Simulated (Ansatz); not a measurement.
ZnO (P6_3/mmc), stationary points along a deformation path

The calculation used Ansatz, DFT PBEsol, scalar-relativistic, plane waves, PAW. Settings: plane waves to 420 eV, k-mesh 12×12×4 (Γ-centred), Gaussian smearing 0.05 eV. No spin polarisation. Energies are free energies at this smearing, counted from the undisturbed cell; pressure is positive in compression.

Reference structure (as given, not relaxed at this level; it stands at -4.5 GPa; this form isn't the usual structure):

```yaml
crystal:
  lattice:
    - [3.28797, 0.00000, 0.00000]
    - [-1.64398, 2.84746, 0.00000]
    - [0.00000, 0.00000, 7.13044]
  atoms:
    - { symbol: Zn, position: [0.00000, 0.00000, 0.75000] }
    - { symbol: Zn, position: [0.00000, 0.00000, 0.25000] }
    - { symbol: O, position: [0.33333, 0.66667, 0.25000] }
    - { symbol: O, position: [0.66667, 0.33333, 0.75000] }
```

The cell holds layers and no dispersion correction was added, so their binding is poorly described.

At fixed volume and fractional coordinates, lengths along (0.000, 0.000, 1.000) are scaled against those across it; ρ is that ratio over its starting value. V = 16.689 Å³/atom. Δσ is the stress along the axis less the mean stress across it (compression positive).

| ρ | ΔE (meV/atom) | Δσ (GPa) | space group |
| --- | --- | --- | --- |
| 0.800 | 265.7 | 26.53 | P6_3/mmc |
| 0.850 | 163.0 | 22.10 | P6_3/mmc |
| 0.920 | 60.4 | 14.96 | P6_3/mmc |
| 0.960 | 22.8 | 10.42 | P6_3/mmc |
| 1.000 | 0.0 | 5.57 | P6_3/mmc |
| 1.050 | -8.1 | -0.92 | P6_3/mmc |
| 1.100 | 5.9 | -7.86 | P6_3/mmc |
| 1.200 | 97.8 | -23.05 | P6_3/mmc |
| 1.300 | 271.3 | -39.89 | P6_3/mmc |

Q: How does the stress give the slope of the energy, and where is the energy stationary?

A: Along the path d ln(length) is 2/3 d ln ρ on the axis and −1/3 d ln ρ across it, so dE/d ln ρ = −(2/3) V Δσ: the energy falls with ρ where Δσ is positive. Δσ vanishes or changes sign between ρ = 1.000 and 1.050, a minimum (near 1.04 by linear interpolation). Pairs of stationary points between two samples would go unseen, and could change a minimum read from distant neighbours into a maximum.

Q: Integrate that slope from ρ = 1 to 1.200 by the trapezoid rule.

A: With V/N in Å³ and 1 eV/Å³ = 160.2 GPa the slopes at ρ = 1.000, 1.050, 1.100, 1.200 are -387, 64, 546, 1601 meV/atom per unit of ln ρ. The steps add (-7.9) + 14.2 + 93.4 = 99.7 meV/atom, against 97.8 from the energies; the trapezoid rule misses the curvature of the slope within each step.

Q: Is the start the lowest point of the path?

A: No: ρ = 1.050 lies 8.1 meV/atom lower, with no sampled rise above the start on the way. Volume and inner coordinates are held, so a relaxed structure there would lie lower still.